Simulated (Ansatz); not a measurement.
## MgO under changes of volume

One of the cells (11.804 Å³/atom); the others are scaled copies at fixed shape and fractional positions:

```
Mg O
1.0
     3.30779    0.00000    0.00000
    -1.65389    2.86463    0.00000
     0.00000    0.00000    4.98288
Mg O
2 2
Direct
  0.66667 0.33333 0.50216
  0.33333 0.66667 0.00216
  0.66667 0.33333 0.90244
  0.33333 0.66667 0.40244
```

Measurements of this composition are mostly on another form, of space group No. 225.

* Program: Ansatz 0.2.0
* Functional: PBEsol
* Potentials or basis: Ansatz PAW
* Cutoff: 420 eV (not typed: the program's choice for these potentials)
* k mesh: 9 × 9 × 6
* Occupations: fermi-dirac, width 0.05 eV
* Spin: no spin polarisation

```tsv
volume (Å³/atom)	energy over the lowest point (meV/atom)	pressure (GPa)	gap on the mesh (eV)	largest force (eV/Å)
11.096	?	?	?	?
11.332	8.77	5.8	3.57	0.032
11.568	2.41	2.9	3.45	0.010
11.804	0.00	0.3	3.34	0.009
12.040	1.26	-2.0	3.24	0.027
12.276	5.73	-4.1	3.14	0.044
12.512	13.18	-6.0	3.04	0.060
```

Question: What does the run at 11.096 Å³/atom give?

Answer: Energy over the lowest point 19.55 meV/atom; pressure 8.9 GPa; gap on the mesh 3.69 eV; largest force 0.054 eV/Å.

Worked out: A Birch-Murnaghan fit of order 3 (a polynomial in V^(-2/3)) to the other rows has its minimum at 11.84 Å³/atom with B0 = V·E''(V) = 121 GPa and B' = 4.0 at fixed shape and positions, which overstates the stiffness. It gives 19.56 meV/atom at 11.096 Å³/atom, against the run's 19.55, and -dE/dV = 8.9 GPa, against 8.9. A straight line through the other rows of the gap, of slope -5.31 eV per unit of ln V (its deformation potential), extrapolates to 3.67 eV, against the run's 3.69.

Energies are extrapolated to zero smearing.

Caveats: odd divisions of the mesh miss points on the zone boundary, where band edges often lie, so the gap on the mesh can be too wide; the PAW data sets come from PBE, with cores solved anew for the run's functional, which leaves a small shift of forces and pressure.

A mesh can miss the band edges.
